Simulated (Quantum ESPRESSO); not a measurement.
Wanted: the native input for a Quantum ESPRESSO 7.5 run.

```
Task                        : band structure
Functional                  : LDA
Potentials or basis         : PseudoDojo 0.4.1 SR LDA standard
Cutoff                      : 1197 eV
Density cutoff              : 4789 eV
k mesh                      : 11 × 11 × 6
Occupations                 : fermi-dirac, width 0.05 eV
Spin                        : no spin polarisation
Form of the LDA correlation : PW92
Mixing beta                 : 0.5
Most SCF iterations         : 120
SCF threshold               : 4e-10 Ry
```

Crystal: Ru.

```
Ru
1.0
     2.70580    0.00000    0.00000
    -1.35290    2.34329    0.00000
     0.00000    0.00000    4.28190
Ru
2
Direct
  0.66667 0.33333 0.75000
  0.33333 0.66667 0.25000
```

One way to write it, as run:

pw.in

```
&CONTROL
  calculation = 'scf'
  prefix = 'pwscf'
  outdir = './tmp'
  pseudo_dir = './pseudo'
  tprnfor = .true.
  tstress = .true.
  disk_io = 'low'
/
&SYSTEM
  ibrav = 0
  nat = 2
  ntyp = 1
  ecutwfc = 88
  nbnd = 24
  occupations = 'smearing'
  smearing = 'fd'
  degauss = 0.00367493
/
&ELECTRONS
  conv_thr = 4d-10
  electron_maxstep = 120
  mixing_beta = 0.5
/
ATOMIC_SPECIES
Ru   101.0700 Ru.upf
CELL_PARAMETERS angstrom
   2.7058000000    0.0000000000    0.0000000000
  -1.3529000000    2.3432915376    0.0000000000
   0.0000000000    0.0000000000    4.2819000000
ATOMIC_POSITIONS angstrom
Ru     1.3529000001    0.7810971791    3.2114250000
Ru    -0.0000000001    1.5621943585    1.0704750000
K_POINTS automatic
11 11 6 0 0 0
```

bands.in

```
&CONTROL
  calculation = 'bands'
  prefix = 'pwscf'
  outdir = './tmp'
  pseudo_dir = './pseudo'
  disk_io = 'low'
  verbosity = 'high'
/
&SYSTEM
  ibrav = 0
  nat = 2
  ntyp = 1
  ecutwfc = 88
  nbnd = 24
  occupations = 'smearing'
  smearing = 'fd'
  degauss = 0.00367493
/
&ELECTRONS
  conv_thr = 1d-08
  electron_maxstep = 120
  mixing_beta = 0.5
  diago_full_acc = .true.
/
ATOMIC_SPECIES
Ru   101.0700 Ru.upf
CELL_PARAMETERS angstrom
   2.7058000000    0.0000000000    0.0000000000
  -1.3529000000    2.3432915376    0.0000000000
   0.0000000000    0.0000000000    4.2819000000
ATOMIC_POSITIONS angstrom
Ru     1.3529000001    0.7810971791    3.2114250000
Ru    -0.0000000001    1.5621943585    1.0704750000
K_POINTS crystal
60
 0.0000000000  0.0000000000  0.0000000000 1
 0.0714285714  0.0000000000  0.0000000000 1
 0.1428571429  0.0000000000  0.0000000000 1
 0.2142857143  0.0000000000  0.0000000000 1
 0.2857142857  0.0000000000  0.0000000000 1
 0.3571428571  0.0000000000  0.0000000000 1
 0.4285714286  0.0000000000  0.0000000000 1
 0.5000000000  0.0000000000  0.0000000000 1
 0.4583333333  0.0833333333  0.0000000000 1
 0.4166666667  0.1666666667  0.0000000000 1
 0.3750000000  0.2500000000  0.0000000000 1
 0.3333333333  0.3333333333  0.0000000000 1
 0.2962962963  0.2962962963  0.0000000000 1
 0.2592592593  0.2592592593  0.0000000000 1
 0.2222222222  0.2222222222  0.0000000000 1
 0.1851851852  0.1851851852  0.0000000000 1
 0.1481481481  0.1481481481  0.0000000000 1
 0.1111111111  0.1111111111  0.0000000000 1
 0.0740740741  0.0740740741  0.0000000000 1
 0.0370370370  0.0370370370  0.0000000000 1
 0.0000000000  0.0000000000  0.0000000000 1
 0.0000000000  0.0000000000  0.1250000000 1
 0.0000000000  0.0000000000  0.2500000000 1
 0.0000000000  0.0000000000  0.3750000000 1
 0.0000000000  0.0000000000  0.5000000000 1
 0.0625000000  0.0000000000  0.5000000000 1
 0.1250000000  0.0000000000  0.5000000000 1
 0.1875000000  0.0000000000  0.5000000000 1
 0.2500000000  0.0000000000  0.5000000000 1
 0.3125000000  0.0000000000  0.5000000000 1
 0.3750000000  0.0000000000  0.5000000000 1
 0.4375000000  0.0000000000  0.5000000000 1
 0.5000000000  0.0000000000  0.5000000000 1
 0.4666666667  0.0666666667  0.5000000000 1
 0.4333333333  0.1333333333  0.5000000000 1
 0.4000000000  0.2000000000  0.5000000000 1
 0.3666666667  0.2666666667  0.5000000000 1
 0.3333333333  0.3333333333  0.5000000000 1
 0.3030303030  0.3030303030  0.5000000000 1
 0.2727272727  0.2727272727  0.5000000000 1
 0.2424242424  0.2424242424  0.5000000000 1
 0.2121212121  0.2121212121  0.5000000000 1
 0.1818181818  0.1818181818  0.5000000000 1
 0.1515151515  0.1515151515  0.5000000000 1
 0.1212121212  0.1212121212  0.5000000000 1
 0.0909090909  0.0909090909  0.5000000000 1
 0.0606060606  0.0606060606  0.5000000000 1
 0.0303030303  0.0303030303  0.5000000000 1
 0.0000000000  0.0000000000  0.5000000000 1
 0.5000000000  0.0000000000  0.5000000000 1
 0.5000000000  0.0000000000  0.4000000000 1
 0.5000000000  0.0000000000  0.3000000000 1
 0.5000000000  0.0000000000  0.2000000000 1
 0.5000000000  0.0000000000  0.1000000000 1
 0.5000000000  0.0000000000  0.0000000000 1
 0.3333333333  0.3333333333  0.0000000000 1
 0.3333333333  0.3333333333  0.1250000000 1
 0.3333333333  0.3333333333  0.2500000000 1
 0.3333333333  0.3333333333  0.3750000000 1
 0.3333333333  0.3333333333  0.5000000000 1
```

Potentials or basis: PseudoDojo 0.4.1 SR LDA standard.

Command:

```bash
$ OMP_NUM_THREADS=1 pw.x -in pw.in > pw.out
$ OMP_NUM_THREADS=1 pw.x -in bands.in > bands.out
```

Results of the run:

```json
{"Pressure": "-11.5 GPa", "Band gap on the k mesh": "none (metal or under the smearing width)"}
```

It took 55 s on 1 thread of AMD EPYC 7B13 (Zen 3) (shared host), peak memory 0.1 GiB.
